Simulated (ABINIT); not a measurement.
The system is Te2Mo.

```
Te Mo
1.0
     3.51820    0.00000    0.00000
    -1.75910    3.04685    0.00000
     0.00000    0.00000   13.97360
Te Mo
4 2
Direct
  0.66667 0.33333 0.37900
  0.33333 0.66667 0.87900
  0.66667 0.33333 0.12100
  0.33333 0.66667 0.62100
  0.66667 0.33333 0.75000
  0.33333 0.66667 0.25000
```

Base run:

* Program: ABINIT 10.8.3 (patched build)
* Functional: HLE16
* Potentials or basis: JTH PAW PBE v2.0
* Cutoff: 408 eV
* k mesh: 9 × 9 × 2
* Occupations: fermi-dirac, width 0.05 eV
* Spin: no spin polarisation

Its results: band gap on the k mesh 0.97 eV, direct; pressure -15.5 GPa; largest force 2.745 eV/Å.

**Question.** The run is repeated on the same cell with these changes: functional from HLE16 to BLYP. What comes out?

**Answer.** Band gap on the k mesh 0.77 eV, indirect (least direct gap 1.04 eV); pressure 10.1 GPa; largest force 0.604 eV/Å.

Caveats: spin-orbit coupling is left out, which moves the levels of the heavy elements; the potentials were made for a functional far from this one (some runs); so large a pressure means that the cell lies far from this level's equilibrium, or that cutoff or potentials fall short (some runs); the potentials were made for another functional, which shifts forces and pressure (some runs); the PAW data sets were made with another functional, which shifts forces and pressure a little (some runs); this functional lacks dispersion, which binds the layers, so the pressure and a relaxed spacing across them are unreliable (some runs).
